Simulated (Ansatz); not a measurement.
# Te2Mo: the cost of one run

Computed with Ansatz 0.2.0 (DFT PBE+D3(BJ), spin-orbit coupling, plane waves, PAW).

1 further run of the same task is left out (set aside as unsound or not needed).

## (1) The system as given

Symmetry: P2_1/m, No. 11, monoclinic system. Conventional cell: a = 6.331 Å, b = 3.469 Å, c = 13.311 Å, α = 90.00°, β = 94.19°, γ = 90.00°. Te (site symmetry m) is surrounded by 3 Mo at 2.70 to 2.71 Å. Te (site symmetry m) is surrounded by 3 Mo at 2.79 to 2.80 Å. Around Te (site symmetry m) lie 3 Mo at 2.70 Å. Mo (site symmetry m) has 6 Te at 2.70 to 2.80 Å and 2 Mo at 2.88 Å as nearest neighbours.

Coordinates:

```
CELL_PARAMETERS angstrom
6.33063 0.00000 -0.00612
0.00000 3.46914 0.00000
-0.96025 0.00000 13.27610
ATOMIC_POSITIONS crystal
Te 0.55654 0.75000 0.34523
Te 0.44346 0.25000 0.65477
Te 0.58911 0.25000 0.10668
Te 0.41089 0.75000 0.89332
Te 0.09680 0.75000 0.15548
Te 0.90320 0.25000 0.84452
Te 0.05352 0.25000 0.39288
Te 0.94648 0.75000 0.60712
Mo 0.31982 0.75000 0.50645
Mo 0.68018 0.25000 0.49355
Mo 0.18217 0.25000 0.00813
Mo 0.81783 0.75000 0.99187
```

This cell was relaxed beforehand with the same method: volume 24.30 Å³/atom, gap on the mesh none (metal).

## (2) Level of theory: PBE+D3(BJ) with spin-orbit coupling

Input file input.yaml:

```yaml
crystal:
  lattice:
    - [6.3306338194, 0.0, -0.0061153537]
    - [0.0, 3.4691405577, 0.0]
    - [-0.9602482487, 0.0, 13.2761046777]
  atoms:
    - { symbol: Te, position: [0.5565399821, 0.75, 0.3452290057] }
    - { symbol: Te, position: [0.4434600179, 0.25, 0.6547709943] }
    - { symbol: Te, position: [0.5891073204, 0.25, 0.1066789744] }
    - { symbol: Te, position: [0.4108926796, 0.75, 0.8933210256] }
    - { symbol: Te, position: [0.0968018252, 0.75, 0.1554774216] }
    - { symbol: Te, position: [0.9031981748, 0.25, 0.8445225784] }
    - { symbol: Te, position: [0.053521165, 0.25, 0.3928814999] }
    - { symbol: Te, position: [0.946478835, 0.75, 0.6071185001] }
    - { symbol: Mo, position: [0.3198217655, 0.75, 0.5064526034] }
    - { symbol: Mo, position: [0.6801782345, 0.25, 0.4935473966] }
    - { symbol: Mo, position: [0.1821748363, 0.25, 0.0081336899] }
    - { symbol: Mo, position: [0.8178251637, 0.75, 0.9918663101] }
basis:
  ecutwfc: 420
kpoints:
  mp_grid: { grid: [6, 10, 4] }
  band_path:
    path:
      - [0.0, 0.0, 0.0]
      - [0.0, 0.5, 0.0]
      - [0.0, 0.5, 0.5]
      - [0.0, 0.0, 0.5]
      - [0.0, 0.0, 0.0]
      - [-0.5, 0.0, 0.5]
      - [-0.5, 0.5, 0.5]
      - [0.0, 0.5, 0.0]
      - [-0.5, 0.5, 0.0]
      - [-0.5, 0.0, 0.0]
      - [0.0, 0.0, 0.0]
    npoints: 10
hamiltonian:
  xc: pbe
  dispersion: d3bj
scf:
  occupations: { method: gaussian, width: 0.1 }
output:
  forces: true
  stress: true
  eigenvalues: true
  populations: true
  dos: { projected: true, de: 0.02 }
  bader: false
magnetization:
  noncollinear: true
  spin_orbit: true
```

The run is started by

```console
$ ansatz run input.yaml --threads 8 --pin off --max-ram 22528MiB --backend cpu --events-out ev --progress --plain --runs-dir out
```

Q: Estimate wall time and peak memory on 8 threads of Intel Xeon Platinum 8488C (Sapphire Rapids), shared host.

About 6 min, with a peak of 13 GiB.
